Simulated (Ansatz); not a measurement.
Zone-centre phonons of Al2Cu at 18 GPa: input and output

Level of theory: Ansatz, DFT PBEsol, scalar-relativistic, plane waves, PAW.

Launched with:
```bash
ansatz run input.yaml --threads 1 --pin off --max-ram 3072MiB --backend cpu --events-out ev --progress --plain --runs-dir out
```

Input (bare energies are in eV):
```yaml
crystal:
  lattice:
    - [-1.9391811728, 1.9391811728, 2.7424163145]
    - [1.9391811728, -1.9391811728, 2.7424163145]
    - [1.9391811728, 1.9391811728, -2.7424163145]
  atoms:
    - { symbol: Al, position: [0.75, 0.25, 0.5] }
    - { symbol: Al, position: [0.25, 0.75, 0.5] }
    - { symbol: Cu, position: [0.5, 0.5, 0.0] }
basis:
  ecutwfc: 420
kpoints:
  mp_grid: { grid: [16, 16, 16] }
hamiltonian:
  xc: pbesol
scf:
  occupations: { method: fermi_dirac, width: 0.15 }
output:
  eigenvalues: true
phonons:
  method: dfpt
  eigenvectors: true
```

The end of the output:
```
--- Phonons (Γ-DFPT): 2 representative perturbations + reference, on 349 of 4096 k-points (Σ response iterations 6) ---
  k mesh reduced under 8 symmetry operations, with k and −k counted as one. Each operation leaves every solved displacement unchanged or reverses it
  ASR residual: 3.882e-4 → 0.000e0 eV/Å²; symmetrization residual: 2.319e-6 eV/Å²
  ASR residual per site (eV/Å²): 1.95e-5 1.95e-5 3.88e-4
  Γ frequencies (cm⁻¹): 0.00 0.00 0.00 329.60 329.60 329.60 361.39 361.39 361.39
  non-analytic LO–TO correction: not included (Born effective charges unavailable; polar crystals: no LO–TO splitting at Γ)
```

Time: 67 s on 1 thread of Intel(R) Xeon(R) Platinum 8375C CPU @ 2.90GHz (Ice Lake), with other jobs on the host, peak memory 1.1 GiB.

In a metal, frequencies and elastic constants depend on the k mesh and the smearing, soft modes and shear constants most. Other phases may be more stable at this pressure.